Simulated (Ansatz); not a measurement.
Input and command of a calculation in Ansatz (plane waves; scalar-relativistic PAW potentials unless the input names others):

```yaml
crystal:
  lattice:
    - [3.159740063, 0.0, 0.0]
    - [-1.5798700315, 2.6816868607, 0.0]
    - [0.0, 0.0, 32.2905332489]
  atoms:
    - { symbol: S, position: [0.3329263779, 0.6658527558, 0.450841187] }
    - { symbol: W, position: [0.6674805775, 0.334961155, 0.5] }
    - { symbol: S, position: [0.3329263779, 0.6658527558, 0.549158813] }
  periodic: [true, true, false]
basis:
  ecutwfc: 420
kpoints:
  mp_grid: { grid: [12, 12, 1] }
hamiltonian:
  xc: pbe
  dispersion: d3bj
scf:
  max_iter: 60
output:
  forces: true
  eigenvalues: true
  stress: true
```

```bash
ansatz run input.yaml --threads 1 --pin off --max-ram 2560MiB --backend cpu --events-out ev --progress --plain --runs-dir out
```

Question: What is wrong with this input?

Answer: The program refuses it, because of no occupation method (scf.occupations: {"method": "gaussian", "width": 0.02} → not typed). With the sound run's settings it is accepted.

Abridged log:
```
Error: YAML parse error: `scf.occupations.method` is required: fixed only where the cell keeps a band gap throughout the run, explicit beside scf.occupations.values (under evaluate: without them), else a smearing such as fermi_dirac (scf.occupations.width is optional; its entry in the input reference gives the default)
```